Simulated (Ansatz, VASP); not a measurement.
# HfO2 in VASP and in Ansatz

INCAR

```
  ALGO = Normal
  EDIFF = 1E-6
  ENCUT = 520
  GGA = PE
  ISIF = 2
  ISMEAR = 0
  LASPH = T
  LCHARG = T
  LELF = T
  LREAL = F
  LVHAR = T
  LWAVE = F
  NBANDS = 18
  NELM = 60
  PREC = Accurate
  SIGMA = 0.05
```

File KPOINTS:

```
k-points
0
Gamma
  8 8 8
```

The input POSCAR:

```
HfO2
1.0
    0.0000000000      2.5488057606      2.5488057606
    2.7017341062      0.0000000000      2.5488057606
    2.7017341062      2.5488057606      0.0000000000
Hf O
1 2
Direct
    0.0000000000      0.0000000000      0.0000000000
    0.2500000000      0.2500000000      0.2500000000
    0.7500000000      0.7500000000      0.7500000000
```

Input for Ansatz:

```yaml
crystal:
  lattice:
    - [0.0, 2.5488057606, 2.5488057606]
    - [2.7017341062, 0.0, 2.5488057606]
    - [2.7017341062, 2.5488057606, 0.0]
  atoms:
    - { symbol: Hf, position: [0.0, 0.0, 0.0] }
    - { symbol: O, position: [0.25, 0.25, 0.25] }
    - { symbol: O, position: [0.75, 0.75, 0.75] }
basis:
  ecutwfc: 420
kpoints:
  mp_grid: { grid: [8, 8, 8] }
hamiltonian:
  xc: pbe
scf:
  occupations: { method: gaussian, width: 0.05 }
output:
  forces: true
  stress: true
  eigenvalues: true
```

Change from the starting cell: strain +0.0600 x Voigt [1, 0, 0, 0, 0, 0], atoms carried along.

Alike in both runs: task single point; functional PBE; k mesh 8 × 8 × 8; occupations gaussian, width 0.05 eV; no spin polarisation.

```csv
,VASP,Ansatz
version,VASP 6.6.1,Ansatz 0.2.0
potentials or method,"VASP PAW PBE potentials, release 64 (Hf_pv, O)","scalar-relativistic, plane waves, PAW"
plane-wave cutoff (eV),520,420
valence electrons in the cell,22,38
```

Ansatz gave:

| Item | Value |
| --- | --- |
| gap on the k mesh at the Fermi level (eV) | 3.04 |
| least direct gap on the mesh (eV) | 3.25 |
| pressure (GPa) | -12.6 |
| largest component of the traceless stress (GPa) | 16.48 |

Which values does VASP return?

gap on the k mesh at the Fermi level (eV): 3.02; least direct gap on the mesh (eV): 3.24; pressure (GPa): -15.6; largest component of the traceless stress (GPa): 16.72.

The two sets of potentials don't hold the same shells in valence.

Caveats: so large a pressure means that the cell lies far from this level's equilibrium, or that cutoff or potentials fall short (VASP); spin-orbit coupling is left out, which moves the levels of the heavy elements. A k mesh can miss the band edges.
